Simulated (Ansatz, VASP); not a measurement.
WC in VASP and in Ansatz

The input INCAR:

```
ALGO = Normal
EDIFF = 1E-6
EDIFFG = -0.05
ENCUT = 600
GGA = PE
IBRION = 2
ISIF = 3
ISMEAR = 0
LASPH = T
LCHARG = F
LREAL = F
LWAVE = F
NELM = 100
NSW = 100
PREC = Accurate
SIGMA = 0.1
```

Contents of KPOINTS:

```
k-points
0
Gamma
  6 6 8
```

File POSCAR:

```
WC
1.0
    2.9005014360      0.0000000000      0.0000000000
   -1.4502507180      2.5119079273      0.0000000000
    0.0000000000      0.0000000000      2.8290000000
W C
1 1
Direct
    0.0000000000      0.0000000000      0.0000000000
    0.6666666667      0.3333333333      0.5000000000
```

Input for Ansatz:

```yaml
crystal:
  lattice:
    - [2.900501436, 0.0, 0.0]
    - [-1.450250718, 2.5119079273, 0.0]
    - [0.0, 0.0, 2.829]
  atoms:
    - { symbol: W, position: [0.0, 0.0, 0.0] }
    - { symbol: C, position: [0.6666666667, 0.3333333333, 0.5] }
basis:
  ecutwfc: 420
kpoints:
  mp_grid: { grid: [6, 6, 8] }
hamiltonian:
  xc: pbe
scf:
  occupations: { method: gaussian, width: 0.1 }
output:
  forces: true
  stress: true
  eigenvalues: true
relax:
  adjacent_minimum: "off"
  f_tol: 0.05
  max_steps: 80
  cell: { stress_tol: 0.5 }
```

Alike in both runs: task relaxation of cell and atoms; functional PBE; k mesh 6 × 6 × 8; occupations gaussian, width 0.1 eV; no spin polarisation.

|  | VASP | Ansatz |
| --- | --- | --- |
| version | VASP 6.6.1 | Ansatz 0.2.0 |
| potentials or method | VASP PAW PBE potentials, release 64 (W_sv, C) | scalar-relativistic, plane waves, PAW |
| plane-wave cutoff (eV) | 600 | 420 |
| valence electrons in the cell | 18 | 18 |

Ansatz gave:

```
gap on the k mesh at the Fermi level, each at its own relaxed structure (eV) : none
relaxed volume (Å³/atom)                                                     : 10.53
relaxed cell length with the largest relative difference (Å)                 : 2.846
energy change over the relaxation (meV/atom)                                 : -6
```

Task: What did VASP give for the same quantities?

Result: gap on the k mesh at the Fermi level, each at its own relaxed structure (eV): none; relaxed volume (Å³/atom): 10.55; relaxed cell length with the largest relative difference (Å): 2.851; energy change over the relaxation (meV/atom): -7.

A gap of «none» marks a metal or a gap that the smearing closes.

Caveats: the k mesh is coarse (spacing up to 0.42 Å⁻¹), so the values aren't converged. Spin-orbit coupling is left out, which matters for the levels of W. PBE usually gives volumes a little too large and moduli too small.
